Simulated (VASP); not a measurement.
InP, 2 atoms in the cell. The structure is cubic, space group F-43m (No. 216). Conventional cell: a = 5.861 Å, b = 5.861 Å, c = 5.861 Å, α = 90.00°, β = 90.00°, γ = 90.00°. In (site symmetry -43m) has 4 P at 2.54 Å as nearest neighbours. Around P (site symmetry -43m) lie 4 In at 2.54 Å. 

- Program: VASP 6.6.1
- Task: band structure
- Functional: r2SCAN
- Potentials or basis: VASP PAW PBE potentials, release 64 (In_d, P)
- Cutoff: 520 eV
- k mesh: 6 × 6 × 6
- Occupations: fermi-dirac, width 0.05 eV
- Spin: spin-orbit coupling, no magnetisation
- Further INCAR settings: ALGO = Normal; EDIFF = 1e-07

Potentials or basis: VASP PAW PBE potentials, release 64 (In_d, P).

Run with:

```sh
$ cat potpaw_PBE.64/In_d/POTCAR potpaw_PBE.64/P/POTCAR > POTCAR
$ mpirun -np 1 vasp_ncl > vasp.out
```

Hardware: 1 thread of Intel(R) Xeon(R) Platinum 8259CL CPU @ 2.50GHz (Skylake/Cascade Lake), on a shared host.

How long does it take, and how much memory?

Wall time 18 min on 1 thread of Intel(R) Xeon(R) Platinum 8259CL CPU @ 2.50GHz (Skylake/Cascade Lake), with other jobs on the host, peak memory 0.38 GiB. Counts: scf iterations 71, k points 22.
